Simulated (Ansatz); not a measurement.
Wanted: the native input for an Ansatz 0.2.0 run.

```yaml
Task: single point
Functional: PBE
Potentials_or_basis: Ansatz PAW
Cutoff: "420 eV (not typed: the program's choice for these potentials)"
k_mesh: 12 × 12 × 1
Occupations: fermi-dirac, width 0.05 eV
Spin: no spin polarisation
Boundary_along_the_surface_normal: dipole_correction
Miller: "[0, 0, 1]"
Bulk_formula: Cu
```

Slab: Cu, a slab with vacuum.

```
Cu
1.0
     2.53076    0.00000    0.00000
    -1.26538    2.19171    0.00000
     0.00000    0.00000   29.45818
Cu
8
Direct
  0.33333 0.66667 0.25460
  0.00000 0.00000 0.32471
  0.66667 0.33333 0.39483
  0.00000 0.00000 0.46494
  0.33333 0.66667 0.53506
  0.00000 0.00000 0.60517
  0.66667 0.33333 0.67529
  0.00000 0.00000 0.74540
```

The cell isn't the ideal one: the (0 0 1) slab of Cu, cut from the database cell, not relaxed.

These files were run (other wordings do the same):

input.yaml

```yaml
crystal:
  lattice:
    - [2.5307640267, 0.0, 0.0]
    - [-1.2653820133, 2.1917059381, 0.0]
    - [0.0, 0.0, 29.45817639]
  atoms:
    - { symbol: Cu, position: [0.33333333, 0.66666666, 0.2545982447] }
    - { symbol: Cu, position: [0.0, 0.0, 0.3247130319] }
    - { symbol: Cu, position: [0.66666667, 0.33333334, 0.3948278191] }
    - { symbol: Cu, position: [0.0, 0.0, 0.4649426064] }
    - { symbol: Cu, position: [0.33333333, 0.66666666, 0.5350573936] }
    - { symbol: Cu, position: [0.0, 0.0, 0.6051721809] }
    - { symbol: Cu, position: [0.66666667, 0.33333334, 0.6752869681] }
    - { symbol: Cu, position: [0.0, 0.0, 0.7454017553] }
hamiltonian:
  xc: pbe
  pseudopotentials: { kind: paw }
kpoints:
  mp_grid: { grid: [12, 12, 1] }
scf:
  occupations: { method: fermi_dirac, width: 0.05 }
output:
  forces: true
  eigenvalues: true
efield:
  axis: 3
  dipole_correction: true
  ramp_width: 0.04
```

Potentials or basis: Ansatz PAW.

Launch:

```sh
$ ansatz run input.yaml --threads 4 --pin off --max-ram 11264MiB --backend cpu --events-out ev --progress --plain --runs-dir out
```

Results of the run:

```json
{"Largest force": "0.181 eV/Å", "Band gap on the k mesh": "none (metal or under the smearing width)", "Work function of the upper face": "4.80 eV", "Work function of the lower face": "4.80 eV", "Dipole across the slab": "0.000 e·Å"}
```

It took 7.5 s on 4 threads of Arm Neoverse V2 (shared host), peak memory 0.66 GiB.
